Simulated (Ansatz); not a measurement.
**Where the states of PbO$_{2}$ lie**

```yaml
crystal:
  lattice:
    - [3.41561, 0.00000, 0.00000]
    - [-1.70781, 2.95801, 0.00000]
    - [0.00000, 0.00000, 5.31488]
  atoms:
    - { symbol: Pb, position: [0.00000, 0.00000, 0.00000] }
    - { symbol: O, position: [0.33333, 0.66667, 0.19965] }
    - { symbol: O, position: [0.66667, 0.33333, 0.80035] }
```

The structure comes from a relaxation in the same program, started in the CdI2 type, and has space group P-3m1. Whether it is a known phase or the ground state wasn't checked.

Spin–orbit coupling is left out, though it moves levels of the heavy atoms by tenths of an eV or more.

The calculation used DFT, PBE, all-electron LAPW, scalar-relativistic (Ansatz 0.2.0).

Numerical set-up: a Γ-centred 14×14×8 k mesh, Fermi–Dirac smearing of 0.05 eV, basis error target 0.5 meV/atom, no spin polarisation.

States per eV and cell, averaged over 0.6 eV, from -7.0 to 6.0 eV, with energies (bin centres) from the valence-band top; empty bins are left out. The partial columns, the largest 3 alone, are projections on Löwdin-orthogonalised atomic shells (those that the program's projection atoms carry: the occupied ones and, for some elements, an empty d or f shell; other empty shells have no column), summed over atoms of an element. Weights on diffuse s and p shells depend on that basis and aren't pure angular character.

```
E (eV)  total  O 2p  Pb 6s  Pb 6p
  -6.8   1.45  0.57   0.81   0.00
  -6.2   0.90  0.34   0.46   0.00
  -5.6   0.53  0.19   0.25   0.00
  -5.0   0.38  0.13   0.17   0.00
  -4.4   0.07  0.03   0.03   0.00
  -3.8   0.12  0.08   0.00   0.03
  -3.2   1.97  1.41   0.00   0.47
  -2.6   2.45  1.91   0.00   0.44
  -2.0   1.76  1.46   0.00   0.23
  -1.4   2.38  2.11   0.00   0.19
  -0.8   1.32  1.19   0.00   0.08
  -0.2   6.67  6.47   0.00   0.03
   1.0   0.03  0.02   0.01   0.00
   1.6   0.20  0.12   0.06   0.01
   2.2   0.40  0.24   0.12   0.01
   2.8   0.84  0.50   0.29   0.01
   3.4   1.83  1.07   0.71   0.00
   4.0   0.03  0.02   0.01   0.00
   5.2   0.10  0.01   0.00   0.07
   5.8   0.30  0.03   0.00   0.22
```

Question: Which of the resolved shells contributes most in the top eV of the valence band?

Answer: O 2p, with 96 % of all states there; Pb 5d follows with 2 %.
